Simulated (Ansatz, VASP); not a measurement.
This is a calculation of NiO for Ansatz 0.2.0.

The input input.yaml:

```yaml
crystal:
  lattice:
    - [0.0, 2.0859016414, 2.0859016414]
    - [2.0859016414, 0.0, 2.0859016414]
    - [2.0859016414, 2.0859016414, 0.0]
  atoms:
    - { symbol: Ni, position: [0.0, 0.0, 0.0], spin: 1.0 }
    - { symbol: O, position: [0.5, 0.5, 0.5] }
hamiltonian:
  xc: rpbe
  pseudopotentials: { kind: paw }
magnetization:
  spin_polarized: true
kpoints:
  mp_grid: { grid: [11, 11, 11] }
  band_path:
    path:
      - [[0.0, 0.0, 0.0], [0.5, 0.0, 0.5], [0.5, 0.25, 0.75], [0.375, 0.375, 0.75], [0.0, 0.0, 0.0], [0.5, 0.5, 0.5], [0.625, 0.25, 0.625], [0.5, 0.25, 0.75], [0.5, 0.5, 0.5], [0.375, 0.375, 0.75]]
      - [[0.625, 0.25, 0.625], [0.5, 0.0, 0.5]]
    npoints: 14
scf:
  occupations: { method: fermi_dirac, width: 0.05 }
  n_extra_bands: 6
output:
  forces: true
  stress: true
  eigenvalues: true
  fatbands: false
```

Potentials or basis: Ansatz PAW.

Run with:

```console
$ ansatz run input.yaml --threads 2 --pin off --max-ram 5632MiB --backend cpu --events-out ev --progress --plain --runs-dir out
```

Task: Translate it to VASP 6.6.1. Potentials there: VASP PAW PBE potentials, release 64 (Ni, O).

Result: As run (the cutoff follows the program's own potentials):

The input INCAR:

```
SYSTEM = NiO
PREC = Accurate ; ENCUT = 520
EDIFF = 1E-6 ; ISMEAR = -1
SIGMA = 0.05 ; LREAL = .FALSE.
LASPH = .TRUE. ; NELM = 100
ALGO = Normal ; ISIF = 2
LWAVE = .FALSE. ; LCHARG = .FALSE.
ISPIN = 2 ; MAGMOM = 1 0
LORBIT = 11 ; LMAXMIX = 4
GGA = RP
```

The input KPOINTS:

```
Automatic mesh
0
G
  11 11 11
  0 0 0
```

The input POSCAR:

```
NiO
1.0
    0.0000000000      2.0859016414      2.0859016414
    2.0859016414      0.0000000000      2.0859016414
    2.0859016414      2.0859016414      0.0000000000
Ni O
1 1
Direct
    0.0000000000      0.0000000000      0.0000000000
    0.5000000000      0.5000000000      0.5000000000
```

KPOINTS_OPT

```
path GXWKGLUWLK,UX
15
line-mode
reciprocal
 0.0000000000  0.0000000000  0.0000000000  G
 0.5000000000  0.0000000000  0.5000000000  X

 0.5000000000  0.0000000000  0.5000000000  X
 0.5000000000  0.2500000000  0.7500000000  W

 0.5000000000  0.2500000000  0.7500000000  W
 0.3750000000  0.3750000000  0.7500000000  K

 0.3750000000  0.3750000000  0.7500000000  K
 0.0000000000  0.0000000000  0.0000000000  G

 0.0000000000  0.0000000000  0.0000000000  G
 0.5000000000  0.5000000000  0.5000000000  L

 0.5000000000  0.5000000000  0.5000000000  L
 0.6250000000  0.2500000000  0.6250000000  U

 0.6250000000  0.2500000000  0.6250000000  U
 0.5000000000  0.2500000000  0.7500000000  W

 0.5000000000  0.2500000000  0.7500000000  W
 0.5000000000  0.5000000000  0.5000000000  L

 0.5000000000  0.5000000000  0.5000000000  L
 0.3750000000  0.3750000000  0.7500000000  K

 0.6250000000  0.2500000000  0.6250000000  U
 0.5000000000  0.0000000000  0.5000000000  X
```

Potentials or basis: VASP PAW PBE potentials, release 64 (Ni, O).

Run with:

```bash
$ cat potpaw_PBE.64/Ni/POTCAR potpaw_PBE.64/O/POTCAR > POTCAR
$ mpirun -np 1 vasp_std > vasp.out
```

Both were run:

|  | VASP | Ansatz | Ansatz less VASP |
| --- | --- | --- | --- |
| gap on the k mesh at the Fermi level (eV) | none | none | - |
| pressure (GPa) | 13.0 | 13.2 | +0.20 |
| net moment per atom (μB) | 0.90 | 0.91 | +0.013 |
| size of the moment on the site where the two differ most (μB) | 0.28 | 0.29 | +0.020 |

Site moments also hang on the region over which each program counts them. A gap of «none» marks a metal or a gap that the smearing closes. With one functional, cell and mesh, what is left measures potentials, basis and numerics. The two sets of potentials don't hold the same shells in valence.

Caveats: a cell with one magnetic atom can't hold antiferromagnetic order, which such compounds often take; semilocal functionals often make such compounds metallic where correlation or magnetic order opens a gap, which also shifts bond lengths; the PAW data sets were made with another functional, which shifts forces and pressure a little (VASP); the pressure holds a Pulay correction of +0.7 GPa for the finite cutoff (Ansatz); the PAW data sets come from PBE, with cores solved anew for the run's functional, which leaves a small shift of forces and pressure (Ansatz).
